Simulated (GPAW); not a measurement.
Runs of GPAW 26.7.0 on Sb. The structure is cubic, space group Fm-3m (No. 225). The conventional cell has a = 4.742 Å, b = 4.742 Å, c = 4.742 Å, α = 90.00°, β = 90.00°, γ = 90.00°. Around Sb (site symmetry m-3m) lie 12 Sb at 3.35 Å. This isn't the form of Sb at room conditions, which is rhombohedral.

```tsv
level	potentials or basis	gap on the mesh (eV)	pressure (GPa)	relaxed volume (Å³/atom)
LDA	the program's PAW data sets (release 1.2.1) made for this functional, pw	none	0.0	25.83
r2SCAN	GPAW PAW data sets (gpaw-data 1.2.1), pw	none	0.0	(a)
RPBE	the program's PAW data sets (release 1.2.1) made for this functional, pw	none	0.1	(b)
PW91	PAW data sets generated in the run's folder for this functional, pw	none	0.0	27.65
revPBE	the program's PAW data sets (release 1.2.1) made for this functional, pw	none	0.1	27.96
```

Alike in all rows: task relaxation of cell and atoms; no spin polarisation; cell relaxed; k mesh 8 × 8 × 8; cutoff (eV) 600; smearing fermi-dirac 0.05 eV.

Q: Fill in the values left out.

A: (a) 27.40; (b) 28.13.

Caveats: later steps reuse the first step's grids; the PAW data sets were made with another functional, which shifts forces and pressure a little (some runs).

A k mesh can miss the band edges, and the runs leave out spin-orbit coupling on Sb.

A gap of «none» marks a metal or a gap under the smearing width.
